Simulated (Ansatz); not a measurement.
Runs of Ansatz 0.2.0 on Au. It takes space group Fm-3m (No. 225, cubic). Conventional cell: a = 4.070 Å, b = 4.070 Å, c = 4.070 Å, α = 90.00°, β = 90.00°, γ = 90.00°. Au (site symmetry m-3m) is surrounded by 12 Au at 2.88 Å. 

```tsv
task	level	cell	k mesh	points for each segment of the path	mesh quality	gap on the mesh (eV)	pressure (GPa)	relaxed volume (Å³/atom)
relaxation of cell and atoms	PBEsol+D3(BJ)	relaxed	11 × 11 × 11	-	not flagged	-	0.0	16.45
band structure	rPW86-PBE	as given	11 × 11 × 11	14	not flagged	none	(a)	-
band structure	HSE03	as given	6 × 6 × 6	4	coarse	none	8.7	-
relaxation of cell and atoms	RPBE	relaxed	11 × 11 × 11	-	not flagged	-	0.0	18.49
```

Alike in all rows: potentials or basis Ansatz PAW; no spin polarisation; cutoff (eV) 420; smearing fermi-dirac 0.05 eV.

Task: Fill in the values left out.

Result: (a) 22.7.

Caveats: some runs use coarse meshes; the PAW data sets come from PBE, with cores solved anew for the run's functional, which leaves a small shift of forces and pressure; the plane-wave basis is chosen anew once the cell has moved, so the energies of steps on either side of that aren't comparable (some runs); spin-orbit coupling is left out, which moves the levels of the heavy elements (some runs); so large a pressure means that the cell lies far from this level's equilibrium, or that cutoff or potentials fall short (some runs); the thresholds are loose for stress (some runs).

A k mesh can miss the band edges, and the runs leave out spin-orbit coupling on Au.

A gap of «none» marks a metal or a gap under the smearing width.

Runs at the PBE level aren't shown here.
